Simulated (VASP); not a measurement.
# Br (Cmce) in VASP: further runs

One crystal, Br, is run at these levels: PBE+D3(BJ), PBEsol; tasks: relaxation of cell and atoms.

Program: VASP 6.6.1. These are calculated values, not measurements. Logs are shortened: lines on timing, memory, paths and dates and some standing lists are left out, and cuts for length are marked.

**1. The structure**

It takes space group Cmce (No. 64, orthorhombic). Conventional cell: a = 6.726 Å, b = 4.645 Å, c = 8.702 Å, α = 90.00°, β = 90.00°, γ = 90.00°. Br (site symmetry m) has 1 Br at 2.29 Å as nearest neighbours.

**2. Relaxation of cell and atoms, PBE+D3(BJ)**

Input file INCAR:

```
SYSTEM = Br
PREC = Accurate
ENCUT = 600
EDIFF = 1E-6
ISMEAR = 0
SIGMA = 0.03
LREAL = .FALSE.
LASPH = .TRUE.
NELM = 80
ALGO = Normal
ISIF = 3
LWAVE = .FALSE.
LCHARG = .FALSE.
GGA = PE
IVDW = 12
IBRION = 2
NSW = 90
EDIFFG = -0.01
```

Input file KPOINTS:

```
Automatic mesh
0
G
  8 8 4
  0 0 0
```

Input file POSCAR:

```
Br
1.0
    3.3632500000     -2.3225500000      0.0000000000
    3.3632500000      2.3225500000      0.0000000000
    0.0000000000      0.0000000000      8.7023000000
Br
4
Direct
    0.8651000000      0.1349000000      0.1099000000
    0.6349000000      0.3651000000      0.6099000000
    0.1349000000      0.8651000000      0.8901000000
    0.3651000000      0.6349000000      0.3901000000
```

Potentials or basis: VASP PAW PBE potentials, release 64 (Br).

Started as:

```bash
> cat potpaw_PBE.64/Br/POTCAR > POTCAR
> mpirun -np 1 vasp_std > vasp.out
```

OUTCAR:

```text
SYSTEM = Br
   PREC = Accurate
   ENCUT = 600
   EDIFF = 1E-6
   ISMEAR = 0
   LREAL = .FALSE.
   LASPH = .TRUE.
   NELM = 80
   ISIF = 3
   GGA = PE
   IVDW = 12
   IBRION = 2
   NSW = 90
   EDIFFG = -0.01
 IVDW          = 12

 ion  position               nearest neighbor table
   1  0.865  0.135  0.110-   3 2.29
   2  0.635  0.365  0.610-   4 2.29
   3  0.135  0.865  0.890-   1 2.29
   4  0.365  0.635  0.390-   2 2.29

  LATTYP: Found a base centered orthorhombic cell.
 ALAT       =     4.6451000000
 B/A-ratio  =     1.4480850789
 C/A-ratio  =     1.8734365245

  Lattice vectors:

 A1 = (  -3.3632500000,  -2.3225500000,   0.0000000000)
 A2 = (   3.3632500000,  -2.3225500000,   0.0000000000)
 A3 = (   0.0000000000,   0.0000000000,   8.7023000000)

Analysis of symmetry for initial positions (statically):
=====================================================================
 Subroutine PRICEL returns:
 Original cell was already a primitive cell.

 Routine SETGRP: Setting up the symmetry group for a
 base centered orthorhombic supercell.

 Subroutine GETGRP returns: Found  8 space group operations
 (whereof  4 operations were pure point group operations)
 out of a pool of  8 trial point group operations.

The static configuration has the point symmetry C_2h.
 The point group associated with its full space group is D_2h.

Analysis of symmetry for dynamics (positions and initial velocities):
=====================================================================
 Subroutine PRICEL returns:
 Original cell was already a primitive cell.

 Routine SETGRP: Setting up the symmetry group for a
 base centered orthorhombic supercell.

 Subroutine GETGRP returns: Found  8 space group operations
 (whereof  4 operations were pure point group operations)
 out of a pool of  8 trial point group operations.

The dynamic configuration has the point symmetry C_2h.
 The point group associated with its full space group is D_2h.

 Subroutine INISYM returns: Found  8 space group operations
 (whereof  4 operations are pure point group operations),
 and found     1 'primitive' translations

----------------------------------------------------------------------------------------

                                     Primitive cell

  volume of cell :     135.9528

  direct lattice vectors                    reciprocal lattice vectors
     3.363250000 -2.322550000  0.000000000     0.148665725 -0.215280618  0.000000000
     3.363250000  2.322550000  0.000000000     0.148665725  0.215280618  0.000000000
     0.000000000  0.000000000  8.702300000     0.000000000  0.000000000  0.114912150

  length of vectors
     4.087259359  4.087259359  8.702300000     0.261624239  0.261624239  0.114912150

  position of ions in fractional coordinates (direct lattice)
     0.865100000  0.134900000  0.109900000
     0.634900000  0.365100000  0.609900000
     0.134900000  0.865100000  0.890100000
     0.365100000  0.634900000  0.390100000

  ion indices of the primitive-cell ions
   primitive index   ion index
                 1           1
                 2           2
                 3           3
                 4           4

----------------------------------------------------------------------------------------

 KPOINTS: Automatic mesh

Automatic generation of k-mesh.
 Grid dimensions read from file:
 generate k-points for:    8    8    4

 Generating k-lattice:

  Cartesian coordinates                     Fractional coordinates (reciprocal lattice)
     0.018583216 -0.026910077  0.000000000     0.125000000  0.000000000  0.000000000
     0.018583216  0.026910077  0.000000000     0.000000000  0.125000000  0.000000000
     0.000000000  0.000000000  0.028728037     0.000000000  0.000000000  0.250000000

  Length of vectors
     0.032703030  0.032703030  0.028728037

  Shift w.r.t. Gamma in fractional coordinates (k-lattice)
     0.000000000  0.000000000  0.000000000

 Subroutine IBZKPT returns following result:
 ===========================================

 Found     63 irreducible k-points:

 Following reciprocal coordinates:
            Coordinates               Weight
  0.000000  0.000000  0.000000      1.000000
  0.125000 -0.000000  0.000000      4.000000
  0.250000 -0.000000  0.000000      4.000000
  0.375000 -0.000000  0.000000      4.000000
  0.500000 -0.000000  0.000000      2.000000
  0.125000  0.125000  0.000000      2.000000
[... 16 lines left out ...]
  0.125000 -0.000000  0.250000      8.000000
  0.250000 -0.000000  0.250000      8.000000
 [... further k-points ...]
   k-points           NKPTS =     63   k-points in BZ     NKDIM =     63   number of bands    NBANDS=     18
   number of dos      NEDOS =    301   number of ions     NIONS =      4
   total plane-waves  NPLWV =  90720
   dimension x,y,z NGX =    36 NGY =   36 NGZ =   70
   dimension x,y,z NGXF=    72 NGYF=   72 NGZF=  140
   ions per type =               4
   NGX,Y,Z   is equivalent  to a cutoff of  14.64, 14.64, 13.37 a.u.
   NGXF,Y,Z  is equivalent  to a cutoff of  29.29, 29.29, 26.75 a.u.
 SYSTEM =  Br
   PREC   = accura    normal or accurate (medium, high low for compatibility)
   ISTART =      0    job   : 0-new  1-cont  2-samecut
   ICHARG =      2    charge: 1-file 2-atom 10-const
   ISPIN  =      1    spin polarized calculation?
   LNONCOLLINEAR =      F non collinear calculations
   LSORBIT =      F    spin-orbit coupling
   LASPH  =      T    aspherical Exc in radial PAW
   ENCUT  =  600.0 eV  44.10 Ry    6.64 a.u.   8.16  8.16 17.38*2*pi/ulx,y,z
   NELM   =     80;   NELMIN=  2; NELMDL= -5     # of ELM steps
   EDIFF  = 0.1E-05   stopping-criterion for ELM
   LREAL  =      F    real-space projection
   EDIFFG = -.1E-01   stopping-criterion for IOM
   NSW    =     90    number of steps for IOM
   IBRION =      2    ionic relax: 0-MD 1-quasi-New 2-CG
   NFREE  =      1    steps in history (QN), initial steepest desc. (CG)
   ISIF   =      3    stress and relaxation
   ISYM   =      2    0-nonsym 1-usesym 2-fastsym
   POTIM  = 0.5000    time-step for ionic-motion
   TEBEG  =    0.0;   TEEND  =   0.0 temperature during run
   PSTRESS=    0.0 pullay stress
   NELECT =      28.0000    total number of electrons
   NUPDOWN=      -1.0000    fix difference up-down
   EMIN   =  10.00;   EMAX   =-10.00  energy-range for DOS
   EFERMI =   0.00;   METHOD = LEGACY
   ISMEAR =     0;   SIGMA  =   0.03  broadening in eV -4-tet -1-fermi 0-gaus
   EFERMI_NEDOS =   21; number of points for ismear=-14 and -15
   IALGO  =     38    algorithm
   IMIX   =      4    mixing-type and parameters
     AMIX     =   0.40;   BMIX     =  1.00
     AMIX_MAG =   1.60;   BMIX_MAG =  1.00
  volume/ion in A,a.u.               =      33.99       229.36
  Fermi-wavevector in a.u.,A,eV,Ry     =   0.966788  1.826965 12.717090  0.934680
  Thomas-Fermi vector in A             =   2.096619
   LORBIT       =      0    0 simple, 1 ext, 2 COOP (PROOUT), +10 PAW based schemes
   GGA     = PE    functional components
   LHFCALC =     F    Hartree Fock is set to
   AEXX    =    0.0000 exact exchange contribution
   IVDW    =    12    specifies the selected vdW correction
   LEPSILON=     F    determine dielectric tensor
   LRPA    =     F    only Hartree local field effects (RPA)
 conjugate gradient relaxation of ions
 non-spin polarized calculation
 Gauss-broadening in eV      SIGMA  =   0.03
  energy-cutoff  :      600.00
  volume of cell :      135.95
 maximum number of plane-waves:      4564
 NGX is ok and might be reduce to    36
   NGX = 17   NGY = 17   NGZ = 35

--------------------------------------- Ionic step        1  -------------------------------------------

 number of electron      28.0000004 magnetization

 Free energy of the ion-electron system (eV)
  ---------------------------------------------------
  ext. energy  EPLUGINS =         0.00000000
  ---------------------------------------------------
  free energy    TOTEN  =        -6.37262118 eV

  energy without entropy =       -6.37262118  energy(sigma->0) =       -6.37262118

------------------------ aborting loop because EDIFF is reached ----------------------------------------

 Edisp (eV)   -0.83897

 E8    (eV) :    -0.3319
[... 111 lines left out ...]
  FREE ENERGIE OF THE ION-ELECTRON SYSTEM (eV)
  ---------------------------------------------------
  free  energy   TOTEN  =        -7.2581499243 eV

  energy  without entropy=       -7.2581499243  energy(sigma->0) =       -7.25814992

 E-fermi :  -0.1249     XC(G=0):  -7.9354

 val. band max:       -0.3250788109   @ k =   0.5000  -0.0000   0.5000
 cond. band min:       1.3026107156   @ k =   0.1250  -0.0000   0.0000
 fundamental gap:      1.6276895266
 Fermi energy:        -0.1248802411

 k-point     1 :       0.0000    0.0000    0.0000
  band No.  band energies     occupation
      1     -15.9734      2.00000
      2     -15.5808      2.00000
      3     -13.5547      2.00000
      4     -12.8018      2.00000
      5      -5.0751      2.00000
      6      -4.0250      2.00000
[... 481 lines left out ...]
      5      -4.9856      2.00000
      6      -4.4631      2.00000
[... 10 lines left out ...]
     17       6.9053      0.00000
     18       7.1959      0.00000

 [... further k-points ...]

[... ionic steps 4 to 19 ...]

--------------------------------------- Ionic step       20  -------------------------------------------

 number of electron      27.9999999 magnetization

------------------------ aborting loop because EDIFF is reached ----------------------------------------
[... 79 lines left out ...]
--------------------------------------- Ionic step       22  -------------------------------------------

 number of electron      27.9999999 magnetization

 Free energy of the ion-electron system (eV)
  ---------------------------------------------------
  ext. energy  EPLUGINS =         0.00000000
  ---------------------------------------------------
  free energy    TOTEN  =        -6.46502931 eV

  energy without entropy =       -6.46502931  energy(sigma->0) =       -6.46502931

 E-fermi :   0.5540     XC(G=0):  -8.2815

 val. band max:        0.4013528438   @ k =   0.0000   0.0000   0.0000
 cond. band min:       1.7293367728   @ k =   0.1250  -0.0000   0.0000
 fundamental gap:      1.3279839291
 Fermi energy:         0.5540014880

 k-point     1 :       0.0000    0.0000    0.0000
  band No.  band energies     occupation
      1     -15.5233      2.00000
      2     -14.8409      2.00000
      3     -13.4023      2.00000
      4     -12.1582      2.00000
      5      -4.7210      2.00000
      6      -3.1991      2.00000
[... 481 lines left out ...]
      5      -4.6394      2.00000
      6      -3.9831      2.00000
[... 10 lines left out ...]
     17       7.5255      0.00000
     18       7.8365      0.00000

 [... further k-points ...]

------------------------ aborting loop because EDIFF is reached ----------------------------------------

 Edisp (eV)   -0.92663

 E8    (eV) :    -0.3670
[... 27 lines left out ...]
  FREE ENERGIE OF THE ION-ELECTRON SYSTEM (eV)
  ---------------------------------------------------
  free  energy   TOTEN  =        -7.3916631879 eV

  energy  without entropy=       -7.3916631879  energy(sigma->0) =       -7.39166319

 reached required accuracy - stopping structural energy minimisation
```

It took 13 min on 1 thread of Intel Xeon 6975P-C (Granite Rapids), shared host; peak memory 0.41 GiB.

What came out:

```
Free energy                            : -7.3917 eV
Relaxed volume                         : 31.09 Å³/atom
Relaxed cell                           : a = 4.064 Å, b = 4.064 Å, c = 8.573 Å, α = 90.00°, β = 90.00°, γ = 61.40°
Space group after relaxing (to 0.05 Å) : Cmce (No. 64)
Energy gained by relaxing              : 45.0 meV/atom
Ionic steps                            : 22
Pressure after relaxing                : 0.0 GPa
Largest force after relaxing           : 0.004 eV/Å
Band gap on the k mesh                 : 1.33 eV, indirect (least direct gap 1.37 eV)
Dispersion energy per atom             : -0.232 eV
```

Forces on the atoms (eV/Å):
```
Br   0.000  0.004  0.000
Br   0.000 -0.004  0.000
Br   0.000 -0.004  0.000
Br   0.000  0.004  0.000
```

The path:
```csv
step,energy change (eV),largest force (eV/Å),pressure (GPa),volume (Å³)
1,0.0000,0.8932,0.68,135.95
2,-0.0132,0.3840,-2.10,138.79
3,-0.0466,0.1520,-0.93,137.43
4,-0.0802,0.1489,-0.80,134.43
5,-0.1486,0.1584,0.09,125.63
6,-0.1499,0.1866,0.79,121.80
7,-0.1524,0.1696,0.45,123.56
8,-0.1555,0.2636,-0.35,123.28
9,-0.1589,0.1338,-0.03,123.41
10,-0.1671,0.1149,0.04,123.14
11,-0.1769,0.0468,0.38,122.18
12,-0.1724,0.1796,-0.59,124.83
13,-0.1785,0.0727,0.03,123.07
14,-0.1796,0.0139,0.11,123.59
15,-0.1796,0.0132,0.09,123.59
16,-0.1796,0.0353,-0.13,124.40
17,-0.1798,0.0191,-0.01,123.98
18,-0.1799,0.0139,-0.01,124.17
19,-0.1800,0.0176,0.00,124.40
20,-0.1800,0.0103,-0.06,124.56
21,-0.1801,0.0061,-0.04,124.50
22,-0.1801,0.0041,0.01,124.34
```

Final structure:
```yaml
crystal:
  lattice:
    - [3.49491, -2.07501, 0.00000]
    - [3.49491, 2.07501, 0.00000]
    - [0.00000, 0.00000, 8.57306]
  atoms:
    - { symbol: Br, position: [0.84909, 0.15091, 0.11919] }
    - { symbol: Br, position: [0.65091, 0.34909, 0.61919] }
    - { symbol: Br, position: [0.15091, 0.84909, 0.88081] }
    - { symbol: Br, position: [0.34909, 0.65091, 0.38081] }
```

A k mesh can miss the band edges.

**3. Relaxation of cell and atoms, PBE+D3(BJ)**

This run uses another cell than the first one, of 31.09 Å³/atom, 0.915 times its volume.

Changes to INCAR since step 2:

```diff
@@ -3,3 +3,3 @@
 ENCUT = 600
-EDIFF = 1E-6
+EDIFF = 1E-7
 ISMEAR = 0
@@ -17,2 +17,2 @@
 NSW = 90
-EDIFFG = -0.01
+EDIFFG = -0.005
```

KPOINTS is that of step 2.

Input file POSCAR:

```
Br                                      
1.0
    3.4949137566     -2.0750056179      0.0000000000
    3.4949137566      2.0750056179     -0.0000000000
    0.0000000000      0.0000000000      8.5730598178
  Br            
     4
Direct
     0.8490925108765089    0.1509074891234911    0.1191895334293575
     0.6509074891234911    0.3490925108765089    0.6191895334293575
     0.1509074891234911    0.8490925108765089    0.8808104665706425
     0.3490925108765089    0.6509074891234911    0.3808104665706425
```

Potentials or basis: VASP PAW PBE potentials, release 64 (Br).

Started as:

```bash
> cat potpaw_PBE.64/Br/POTCAR > POTCAR
> mpirun -np 1 vasp_std > vasp.out
```

Wall time 99 s (1 thread of Intel Xeon 6975P-C (Granite Rapids), shared host); peak memory 0.35 GiB.

The run converged. Its results:

* Free energy: -7.3910 eV
* Relaxed volume: 31.09 Å³/atom
* Relaxed cell: a = 4.064 Å, b = 4.064 Å, c = 8.575 Å, α = 90.00°, β = 90.00°, γ = 61.40°
* Space group after relaxing (to 0.05 Å): Cmce (No. 64)
* Energy gained by relaxing: 0.0 meV/atom
* Ionic steps: 3
* Pressure after relaxing: 0.0 GPa
* Largest force after relaxing: 0.003 eV/Å
* Band gap on the k mesh: 1.33 eV, indirect (least direct gap 1.37 eV)
* Dispersion energy per atom: -0.232 eV

Forces on the atoms (eV/Å):
```
Br   0.000  0.001 -0.003
Br   0.000 -0.001 -0.003
Br   0.000 -0.001  0.003
Br   0.000  0.001  0.003
```

Final structure:
```xyz
4
Lattice="3.4947 -2.0751 0.0000 3.4947 2.0751 0.0000 0.0000 0.0000 8.5753" Properties=species:S:1:pos:R:3 pbc="T T T"
Br    3.4947   -1.4487    1.0221
Br    3.4947   -0.6264    5.3098
Br    3.4947    1.4487    7.5532
Br    3.4947    0.6264    3.2655
```

Levels at points of the mesh, in eV from the valence-band top:
```tsv
k point	band 12	band 13	band 14	band 15	band 16	band 17
(0.00, 0.00, 0.00)	-0.59	-0.44	0.00	1.37	2.28	5.94
(0.50, 0.00, 0.00)	-1.50	-0.67	-0.67	2.44	2.44	6.85
(0.50, 0.50, 0.00)	-1.56	-0.71	-0.24	1.33	2.08	6.75
(0.00, 0.00, 0.50)	-1.11	-0.19	-0.19	1.62	1.62	6.58
(0.50, 0.00, 0.50)	-0.84	-0.04	-0.04	1.76	1.76	7.26
(0.50, 0.50, 0.50)	-1.27	-0.97	-0.97	1.54	1.54	7.88
```

**4. Relaxation of cell and atoms, PBEsol**

Input file INCAR:

```
ALGO = Normal ; EDIFF = 1E-6
EDIFFG = -0.01 ; ENCUT = 600
GGA = PS ; IBRION = 2
ISIF = 3 ; ISMEAR = 0
LASPH = True ; LCHARG = False
LREAL = False ; LWAVE = False
NELM = 80 ; NSW = 90
PREC = Accurate ; SIGMA = 0.03
```

Input file KPOINTS:

```
k-points
0
Gamma
  8 8 4
```

Input file POSCAR:

```
Br
1.0
    3.3632500000     -2.3225500000      0.0000000000
    3.3632500000      2.3225500000      0.0000000000
    0.0000000000      0.0000000000      8.7023000000
Br
4
Direct
    0.8651000000      0.1349000000      0.1099000000
    0.6349000000      0.3651000000      0.6099000000
    0.1349000000      0.8651000000      0.8901000000
    0.3651000000      0.6349000000      0.3901000000
```

Started as:

```bash
> cat potpaw_PBE.64/Br/POTCAR > POTCAR
> mpirun -np 1 vasp_std > vasp.out
```

It took 21 min on 1 thread of AMD EPYC 9R45 (Zen 5), shared host; peak memory 0.36 GiB.

It converged, with:

* Free energy: -7.3999 eV
* Relaxed volume: 30.96 Å³/atom
* Relaxed cell: a = 4.126 Å, b = 4.126 Å, c = 8.531 Å, α = 90.00°, β = 90.00°, γ = 58.49°
* Space group after relaxing (to 0.05 Å): Cmce (No. 64)
* Energy gained by relaxing: 61.2 meV/atom
* Ionic steps: 27
* Pressure after relaxing: 0.0 GPa
* Largest force after relaxing: 0.005 eV/Å
* Band gap on the k mesh: 1.21 eV, indirect (least direct gap 1.28 eV)

Forces in eV/Å, atoms in the order of the input:
```
Br   0.000  0.004  0.002
Br   0.000 -0.004  0.002
Br   0.000 -0.004 -0.002
Br   0.000  0.004 -0.002
```

The path:
```tsv
step	energy change (eV)	largest force (eV/Å)	pressure (GPa)	volume (Å³)
1	0.0000	0.7487	0.15	135.95
2	-0.0354	0.1908	-1.83	136.56
3	-0.0404	0.1130	-1.34	136.39
4	-0.1045	0.1010	-1.15	131.92
5	-0.1921	0.2094	0.90	118.89
6	-0.1955	0.1433	0.09	122.36
7	-0.1977	0.1615	0.35	121.10
8	-0.2071	0.2058	-0.08	120.61
9	-0.2072	0.2230	-0.11	120.56
10	-0.2200	0.1960	0.13	119.81
11	-0.2298	0.1232	0.90	117.79
12	-0.2359	0.1090	0.51	118.63
13	-0.2365	0.1159	0.35	118.99
14	-0.2391	0.0951	0.27	119.48
15	-0.2436	0.0375	0.05	120.98
16	-0.2439	0.0235	-0.02	121.53
17	-0.2442	0.0231	0.11	121.54
18	-0.2442	0.0215	0.09	121.54
19	-0.2444	0.0147	0.08	121.85
20	-0.2448	0.0053	0.02	122.77
21	-0.2448	0.0104	0.00	123.01
22	-0.2449	0.0080	0.02	123.18
23	-0.2449	0.0157	0.05	123.35
24	-0.2449	0.0129	0.03	123.46
25	-0.2450	0.0049	-0.03	123.80
26	-0.2450	0.0040	-0.03	123.83
27	-0.2450	0.0045	-0.02	123.84
```

Final structure:
```cif
data_structure
_symmetry_space_group_name_H-M 'P 1'
_symmetry_Int_Tables_number 1
_cell_length_a 4.1263
_cell_length_b 4.1263
_cell_length_c 8.5315
_cell_angle_alpha 90.000
_cell_angle_beta 90.000
_cell_angle_gamma 58.488
_cell_volume 123.84
loop_
_atom_site_label
_atom_site_type_symbol
_atom_site_fract_x
_atom_site_fract_y
_atom_site_fract_z
_atom_site_occupancy
Br1 Br 0.84599 0.15401 0.12010 1
Br2 Br 0.65401 0.34599 0.62010 1
Br3 Br 0.15401 0.84599 0.87990 1
Br4 Br 0.34599 0.65401 0.37990 1
```

Levels at points of the mesh, in eV from the valence-band top:
```
           k point  band 12  band 13  band 14  band 15  band 16  band 17
(0.00, 0.00, 0.00)    -0.71    -0.66     0.00     1.28     2.28     5.51
(0.50, 0.00, 0.00)    -1.72    -0.83    -0.83     2.49     2.49     6.53
(0.50, 0.50, 0.00)    -1.67    -0.81    -0.28     1.24     2.12     6.43
(0.00, 0.00, 0.50)    -1.16    -0.27    -0.27     1.54     1.54     6.15
(0.50, 0.00, 0.50)    -0.95    -0.08    -0.08     1.66     1.66     6.96
(0.50, 0.50, 0.50)    -1.31    -1.06    -1.06     1.48     1.48     7.60
```

Caveat: the PAW data sets were made with another functional, which shifts forces and pressure a little.

[end of part 1 of 2]
